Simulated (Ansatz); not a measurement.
Sc:

```
Sc
1.0
     3.30900    0.00000    0.00000
    -1.65450    2.86568    0.00000
     0.00000    0.00000    5.27330
Sc
2
Direct
  0.66667 0.33333 0.75000
  0.33333 0.66667 0.25000
```

Base run:

```yaml
Program: Ansatz 0.2.0
Functional: PBE
Potentials_or_basis: Ansatz PAW
Cutoff: "420 eV (not typed: the program's choice for these potentials)"
k_mesh: 9 × 9 × 5
Occupations: gaussian, width 0.1 eV
Spin: no spin polarisation
```

Its results: band gap on the k mesh none (metal or under the smearing width); pressure -0.7 GPa.

The run is repeated on the same cell with these changes: functional from PBE to RPBE; occupations from gaussian, width 0.1 eV to gaussian, width 0.05 eV. What comes out?

Band gap on the k mesh none (metal or under the smearing width); pressure 1.3 GPa.

Caveats: the PAW data sets come from PBE, with cores solved anew for the run's functional, which leaves a small shift of forces and pressure (some runs).
